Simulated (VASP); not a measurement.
# TePb (kl) (Fm-3m) in VASP: notebook, part 2 of 2

VASP 6.6.1. Earlier steps stand in the parts before.

**3. Single point, LDA**

INCAR

```
SYSTEM = TePb
PREC = Accurate
ENCUT = 500
EDIFF = 1E-6
ISMEAR = 0
SIGMA = 0.02
LREAL = .FALSE.
LASPH = .TRUE.
NELM = 120
ALGO = Normal
ISIF = 2
LWAVE = .FALSE.
LCHARG = .FALSE.
NBANDS = 17
GGA_COMPAT = .FALSE.
```

KPOINTS

```
regular mesh
0
G
  10 10 10
  0 0 0
```

POSCAR

```
TePb
1.0
    0.0000000000      3.1904664676      3.1904664676
    3.1904664676      0.0000000000      3.1904664676
    3.1904664676      3.1904664676      0.0000000000
Te Pb
1 1
Direct
    0.5000000000      0.5000000000      0.5000000000
    0.0000000000      0.0000000000      0.0000000000
```

Potentials or basis: VASP PAW LDA potentials, release 64 (Te, Pb_d).

Run with:

```bash
$ cat potpaw_LDA.64/Te/POTCAR potpaw_LDA.64/Pb_d/POTCAR > POTCAR
$ mpirun -np 1 vasp_std > vasp.out
```

OUTCAR:

```text
SYSTEM = TePb
   PREC = Accurate
   ENCUT = 500
   EDIFF = 1E-6
   ISMEAR = 0
   LREAL = .FALSE.
   LASPH = .TRUE.
   NELM = 120
   ISIF = 2

 ion  position               nearest neighbor table
   1  0.500  0.500  0.500-   2 3.19   2 3.19   2 3.19   2 3.19   2 3.19   2 3.19
   2  0.000  0.000  0.000-   1 3.19   1 3.19   1 3.19   1 3.19   1 3.19   1 3.19

  LATTYP: Found a face centered cubic cell.
 ALAT       =     6.3809329352

  Lattice vectors:

 A1 = (   0.0000000000,   3.1904664676,   3.1904664676)
 A2 = (   3.1904664676,   0.0000000000,   3.1904664676)
 A3 = (   3.1904664676,   3.1904664676,   0.0000000000)

Analysis of symmetry for initial positions (statically):
=====================================================================
 Subroutine PRICEL returns:
 Original cell was already a primitive cell.

 Routine SETGRP: Setting up the symmetry group for a
 face centered cubic supercell.

 Subroutine GETGRP returns: Found 48 space group operations
 (whereof 48 operations were pure point group operations)
 out of a pool of 48 trial point group operations.

The static configuration has the point symmetry O_h .

Analysis of symmetry for dynamics (positions and initial velocities):
=====================================================================
 Subroutine PRICEL returns:
 Original cell was already a primitive cell.

 Routine SETGRP: Setting up the symmetry group for a
 face centered cubic supercell.

 Subroutine GETGRP returns: Found 48 space group operations
 (whereof 48 operations were pure point group operations)
 out of a pool of 48 trial point group operations.

The dynamic configuration has the point symmetry O_h .

 Subroutine INISYM returns: Found 48 space group operations
 (whereof 48 operations are pure point group operations),
 and found     1 'primitive' translations

----------------------------------------------------------------------------------------

                                     Primitive cell

  volume of cell :      64.9520

  direct lattice vectors                    reciprocal lattice vectors
     0.000000000  3.190466468  3.190466468    -0.156716896  0.156716896  0.156716896
     3.190466468  0.000000000  3.190466468     0.156716896 -0.156716896  0.156716896
     3.190466468  3.190466468  0.000000000     0.156716896  0.156716896 -0.156716896

  length of vectors
     4.512000949  4.512000949  4.512000949     0.271441625  0.271441625  0.271441625

  position of ions in fractional coordinates (direct lattice)
     0.500000000  0.500000000  0.500000000
     0.000000000  0.000000000  0.000000000

  ion indices of the primitive-cell ions
   primitive index   ion index
                 1           1
                 2           2

----------------------------------------------------------------------------------------

 KPOINTS: regular mesh

Automatic generation of k-mesh.
 Grid dimensions read from file:
 generate k-points for:   10   10   10

 Generating k-lattice:

  Cartesian coordinates                     Fractional coordinates (reciprocal lattice)
    -0.015671690  0.015671690  0.015671690     0.100000000  0.000000000  0.000000000
     0.015671690 -0.015671690  0.015671690     0.000000000  0.100000000  0.000000000
     0.015671690  0.015671690 -0.015671690     0.000000000  0.000000000  0.100000000

  Length of vectors
     0.027144163  0.027144163  0.027144163

  Shift w.r.t. Gamma in fractional coordinates (k-lattice)
     0.000000000  0.000000000  0.000000000

 Subroutine IBZKPT returns following result:
 ===========================================

 Found     47 irreducible k-points:

 Following reciprocal coordinates:
            Coordinates               Weight
  0.000000  0.000000  0.000000      1.000000
  0.100000  0.000000  0.000000      8.000000
  0.200000  0.000000  0.000000      8.000000
  0.300000  0.000000  0.000000      8.000000
  0.400000  0.000000  0.000000      8.000000
  0.500000  0.000000  0.000000      4.000000
[... 16 lines left out ...]
  0.300000  0.300000  0.000000      6.000000
  0.400000  0.300000  0.000000     24.000000
 [... further k-points ...]
   k-points           NKPTS =     47   k-points in BZ     NKDIM =     47   number of bands    NBANDS=     17
   number of dos      NEDOS =    301   number of ions     NIONS =      2
   total plane-waves  NPLWV =  46656
   dimension x,y,z NGX =    36 NGY =   36 NGZ =   36
   dimension x,y,z NGXF=    72 NGYF=   72 NGZF=   72
   ions per type =               1   1
   NGX,Y,Z   is equivalent  to a cutoff of  13.26, 13.26, 13.26 a.u.
   NGXF,Y,Z  is equivalent  to a cutoff of  26.53, 26.53, 26.53 a.u.
 SYSTEM =  TePb
   PREC   = accura    normal or accurate (medium, high low for compatibility)
   ISTART =      0    job   : 0-new  1-cont  2-samecut
   ICHARG =      2    charge: 1-file 2-atom 10-const
   ISPIN  =      1    spin polarized calculation?
   LNONCOLLINEAR =      F non collinear calculations
   LSORBIT =      F    spin-orbit coupling
   LASPH  =      T    aspherical Exc in radial PAW
   ENCUT  =  500.0 eV  36.75 Ry    6.06 a.u.   8.23  8.23  8.23*2*pi/ulx,y,z
   NELM   =    120;   NELMIN=  2; NELMDL= -5     # of ELM steps
   EDIFF  = 0.1E-05   stopping-criterion for ELM
   LREAL  =      F    real-space projection
   EDIFFG = 0.1E-04   stopping-criterion for IOM
   NSW    =      0    number of steps for IOM
   IBRION =     -1    ionic relax: 0-MD 1-quasi-New 2-CG
   NFREE  =      0    steps in history (QN), initial steepest desc. (CG)
   ISIF   =      2    stress and relaxation
   ISYM   =      2    0-nonsym 1-usesym 2-fastsym
   POTIM  = 0.5000    time-step for ionic-motion
   TEBEG  =    0.0;   TEEND  =   0.0 temperature during run
   PSTRESS=    0.0 pullay stress
   NELECT =      20.0000    total number of electrons
   NUPDOWN=      -1.0000    fix difference up-down
   EMIN   =  10.00;   EMAX   =-10.00  energy-range for DOS
   EFERMI =   0.00;   METHOD = LEGACY
   ISMEAR =     0;   SIGMA  =   0.02  broadening in eV -4-tet -1-fermi 0-gaus
   EFERMI_NEDOS =   21; number of points for ismear=-14 and -15
   IALGO  =     38    algorithm
   IMIX   =      4    mixing-type and parameters
     AMIX     =   0.40;   BMIX     =  1.00
     AMIX_MAG =   1.60;   BMIX_MAG =  1.00
  volume/ion in A,a.u.               =      32.48       219.16
  Fermi-wavevector in a.u.,A,eV,Ry     =   1.105488  2.089069 16.627726  1.222103
  Thomas-Fermi vector in A             =   2.241976
   LORBIT       =      0    0 simple, 1 ext, 2 COOP (PROOUT), +10 PAW based schemes
   GGA     = CA    functional components
   LHFCALC =     F    Hartree Fock is set to
   AEXX    =    0.0000 exact exchange contribution
   IVDW    =     0    specifies the selected vdW correction
   LEPSILON=     F    determine dielectric tensor
   LRPA    =     F    only Hartree local field effects (RPA)
 non-spin polarized calculation
 Gauss-broadening in eV      SIGMA  =   0.02
  energy-cutoff  :      500.00
  volume of cell :       64.95
 maximum number of plane-waves:      1676
 NGX is ok and might be reduce to    36
   NGX = 17   NGY = 17   NGZ = 17

 number of electron      19.9999999 magnetization

 Free energy of the ion-electron system (eV)
  ---------------------------------------------------
  ext. energy  EPLUGINS =         0.00000000
  ---------------------------------------------------
  free energy    TOTEN  =        -8.77506936 eV

  energy without entropy =       -8.77506936  energy(sigma->0) =       -8.77506936

 E-fermi :   6.0321     XC(G=0):  -9.7413

 val. band max:        5.9262770946   @ k =   0.5000   0.0000   0.0000
 cond. band min:       6.4811173103   @ k =   0.5000   0.0000   0.0000
 fundamental gap:      0.5548402157
 Fermi energy:         6.0320782219

 k-point     1 :       0.0000    0.0000    0.0000
  band No.  band energies     occupation
      1     -10.8199      2.00000
      2     -10.8199      2.00000
      3     -10.8030      2.00000
      4     -10.8030      2.00000
      5     -10.8030      2.00000
      6      -6.4589      2.00000
[... 9 lines left out ...]
     16      11.6121      0.00000
     17      13.0500      0.00000
[... 441 lines left out ...]
 k-point    24 :       0.4000    0.3000    0.0000
  band No.  band energies     occupation
      1     -10.8748      2.00000
      2     -10.8119      2.00000
      3     -10.8109      2.00000
      4     -10.7799      2.00000
      5     -10.7787      2.00000
      6      -5.1110      2.00000
[... 9 lines left out ...]
     16      15.5954      0.00000
     17      16.1001      0.00000

 [... further k-points ...]

------------------------ aborting loop because EDIFF is reached ----------------------------------------

  FORCE on cell =-STRESS in cart. coord.  units (eV):
  Direction    XX          YY          ZZ          XY          YZ          ZX
  --------------------------------------------------------------------------------------
  -------------------------------------------------------------------------------------
  Total        0.0219743      0.0219743      0.0219743     -0.0000000      0.0000000      0.0000000
  in kB        0.5420421      0.5420421      0.5420421     -0.0000000      0.0000000      0.0000000
  external PRESSURE =       0.5420421 kB  Pullay stress =       0.0000000 kB

 VOLUME and BASIS-vectors are now :
 -----------------------------------------------------------------------------
  energy-cutoff  :      500.00
  volume of cell :       64.95
      direct lattice vectors                 reciprocal lattice vectors
     0.000000000  3.190466468  3.190466468    -0.156716896  0.156716896  0.156716896
     3.190466468  0.000000000  3.190466468     0.156716896 -0.156716896  0.156716896
     3.190466468  3.190466468  0.000000000     0.156716896  0.156716896 -0.156716896

 POSITION                                       TOTAL-FORCE (eV/Angst)
 -----------------------------------------------------------------------------------
      3.19047      3.19047      3.19047        -0.000000      0.000000      0.000000
      0.00000      0.00000      0.00000         0.000000     -0.000000     -0.000000
 -----------------------------------------------------------------------------------
    total drift:                               -0.000000      0.000000      0.000000

  FREE ENERGIE OF THE ION-ELECTRON SYSTEM (eV)
  ---------------------------------------------------
  free  energy   TOTEN  =        -8.7750693602 eV

  energy  without entropy=       -8.7750693602  energy(sigma->0) =       -8.77506936
```

stdout:

```text
POSCAR found type information on POSCAR TePb
 POSCAR found :  2 types and       2 ions
 scaLAPACK will be used
 LDA part: xc-table for (Slater(with rela. corr.)+CA(PZ))
 , standard interpolation
 POSCAR, INCAR and KPOINTS ok, starting setup
 FFT: planning ... GRIDC
 FFT: planning ... GRID_SOFT
 FFT: planning ... GRID
 WAVECAR not read
 entering main loop
```

Wall time 32 s (1 thread of Intel Xeon 6975P-C, shared host); peak memory 0.2 GiB.

Results:

| Property | Result |
| --- | --- |
| Free energy | -8.7751 eV |
| Pressure | 0.1 GPa |
| Band gap on the k mesh | 0.55 eV, direct |

Caveat: spin-orbit coupling is left out, which moves the levels of the heavy elements.

**4. Relaxation of cell and atoms, LDA**

This run uses another cell than the first one, of 33.61 Å³/atom, 1.035 times its volume.

INCAR

```
SYSTEM = TePb
  PREC = Accurate
  ENCUT = 500
  EDIFF = 1E-7
  ISMEAR = 0
  SIGMA = 0.02
  LREAL = .False.
  LASPH = .True.
  NELM = 120
  ALGO = Normal
  ISIF = 3
  LWAVE = .False.
  LCHARG = .False.
  IBRION = 2
  NSW = 100
  EDIFFG = -0.002
  GGA_COMPAT = .False.
  NELMIN = 4
```

KPOINTS

```
regular mesh
0
Gamma
  8 8 8
  0 0 0
```

POSCAR

```
TePb
1.0
    0.0000000000      3.2270500000      3.2270500000
    3.2270500000      0.0000000000      3.2270500000
    3.2270500000      3.2270500000      0.0000000000
Te Pb
1 1
Direct
    0.5000000000      0.5000000000      0.5000000000
    0.0000000000      0.0000000000      0.0000000000
```

Potentials or basis: VASP PAW LDA potentials, release 64 (Te, Pb_d).

Run with:

```bash
$ cat potpaw_LDA.64/Te/POTCAR potpaw_LDA.64/Pb_d/POTCAR > POTCAR
$ mpirun -np 1 vasp_std > vasp.out
```

OUTCAR:

```text
SYSTEM = TePb
   PREC = Accurate
   ENCUT = 500
   EDIFF = 1E-7
   ISMEAR = 0
   LREAL = .False.
   LASPH = .True.
   NELM = 120
   ISIF = 3
   IBRION = 2
   NSW = 100
   EDIFFG = -0.002
   NELMIN = 4

 ion  position               nearest neighbor table
   1  0.500  0.500  0.500-   2 3.23   2 3.23   2 3.23   2 3.23   2 3.23   2 3.23
   2  0.000  0.000  0.000-   1 3.23   1 3.23   1 3.23   1 3.23   1 3.23   1 3.23

  LATTYP: Found a face centered cubic cell.
 ALAT       =     6.4541000000

  Lattice vectors:

 A1 = (   0.0000000000,   3.2270500000,   3.2270500000)
 A2 = (   3.2270500000,   0.0000000000,   3.2270500000)
 A3 = (   3.2270500000,   3.2270500000,   0.0000000000)

Analysis of symmetry for initial positions (statically):
=====================================================================
 Subroutine PRICEL returns:
[... 270 lines left out ...]
      7       0.3162      2.00000
      8       4.4114      2.00000
      9       4.4114      2.00000
     10       4.4114      2.00000
     11       9.9248      0.00000
     12       9.9248      0.00000
     13       9.9248      0.00000
     14      11.5946      0.00000
[... 377 lines left out ...]
      1     -10.8754      2.00000
      2     -10.8490      2.00000
      3     -10.8158      2.00000
      4     -10.8089      2.00000
      5     -10.7991      2.00000
      6      -4.7183      2.00000
      7      -2.6550      2.00000
      8       2.9045      2.00000
      9       3.1304      2.00000
     10       5.3844      2.00000
     11       7.0838      0.00000
     12       9.4324      0.00000
     13       9.9345      0.00000
     14      12.6277      0.00000

 [... further k-points ...]

------------------------ aborting loop because EDIFF is reached ----------------------------------------

  FORCE on cell =-STRESS in cart. coord.  units (eV):
  Direction    XX          YY          ZZ          XY          YZ          ZX
  --------------------------------------------------------------------------------------
  -------------------------------------------------------------------------------------
  Total       -0.0027295     -0.0027295     -0.0027295      0.0000000      0.0000000      0.0000000
  in kB       -0.0672248     -0.0672248     -0.0672248      0.0000000      0.0000000      0.0000000
  external PRESSURE =      -0.0672248 kB  Pullay stress =       0.0000000 kB
[... 17 lines left out ...]
  FREE ENERGIE OF THE ION-ELECTRON SYSTEM (eV)
  ---------------------------------------------------
  free  energy   TOTEN  =        -8.7753006022 eV

  energy  without entropy=       -8.7753006022  energy(sigma->0) =       -8.77530060

 reached required accuracy - stopping structural energy minimisation
```

OSZICAR:

```text
N       E                     dE             d eps       ncg     rms          rms(c)
DAV:   1     0.146870793747E+03    0.14687E+03   -0.90838E+03   812   0.134E+03
DAV:   2     0.218435925240E+01   -0.14469E+03   -0.14135E+03   854   0.330E+02
DAV:   3    -0.856114201011E+01   -0.10746E+02   -0.10517E+02  1046   0.970E+01
DAV:   4    -0.888190664390E+01   -0.32076E+00   -0.32064E+00   958   0.191E+01
[... 22 lines left out ...]
DAV:   3    -0.877529297614E+01    0.44779E-02   -0.19387E-02  1004   0.239E+00    0.676E-02
DAV:   4    -0.877530292033E+01   -0.99442E-05   -0.32254E-04   818   0.195E-01    0.538E-02
DAV:   5    -0.877530228424E+01    0.63609E-06   -0.79123E-05  1054   0.962E-02    0.157E-02
DAV:   6    -0.877530065486E+01    0.16294E-05   -0.75057E-06  1040   0.499E-02    0.381E-03
DAV:   7    -0.877530060225E+01    0.52617E-07   -0.37725E-07   818   0.595E-03
   3 F= -.87753006E+01 E0= -.87753006E+01  d E =-.103026E-01
```

Wall time 42 s (1 thread of Intel Xeon 6975P-C, shared host); peak memory 0.19 GiB.

Results:

| Item | Value |
| --- | --- |
| Free energy | -8.7753 eV |
| Relaxed volume | 32.53 Å³/atom |
| Relaxed cell | a = 4.514 Å, b = 4.514 Å, c = 4.514 Å, α = 60.00°, β = 60.00°, γ = 60.00° |
| Space group after relaxing (to 0.05 Å) | Fm-3m (No. 225) |
| Energy gained by relaxing | 5.2 meV/atom |
| Ionic steps | 3 |
| Pressure after relaxing | 0.0 GPa |
| Band gap on the k mesh | 0.56 eV, direct |

The path:
```
step  energy change (eV)  largest force (eV/Å)  pressure (GPa)  volume (Å³)
   1              0.0000                0.0000           -1.49        67.21
   2             -0.0086                0.0000            0.65        64.22
   3             -0.0103                0.0000           -0.01        65.05
```

Final structure:
```cif
data_structure
_symmetry_space_group_name_H-M 'P 1'
_symmetry_Int_Tables_number 1
_cell_length_a 4.5144
_cell_length_b 4.5144
_cell_length_c 4.5144
_cell_angle_alpha 60.000
_cell_angle_beta 60.000
_cell_angle_gamma 60.000
_cell_volume 65.05
loop_
_atom_site_label
_atom_site_type_symbol
_atom_site_fract_x
_atom_site_fract_y
_atom_site_fract_z
_atom_site_occupancy
Te1 Te 0.50000 0.50000 0.50000 1
Pb1 Pb 0.00000 0.00000 0.00000 1
```

Caveat: spin-orbit coupling is left out, which moves the levels of the heavy elements. Zero-point motion and thermal expansion aren't in these numbers.

**5. Against experiment**

Step 2. A measured gap of TePb is 0.19 eV (direct; 4.2 K; a printed reference work, monograph); the calculated 0.55 eV misses it by +0.36 eV. Spin-orbit coupling on Pb, Te is left out. The value is that of LDA on a finite k mesh, which can miss the band edges, without temperature or zero-point motion.

Step 3. A measured gap of TePb is 0.19 eV (direct; 4.2 K; a printed reference work, monograph); the calculated 0.55 eV misses it by +0.36 eV. Spin-orbit coupling on Pb, Te is left out. The value is that of LDA on a finite k mesh, which can miss the band edges, without temperature or zero-point motion.
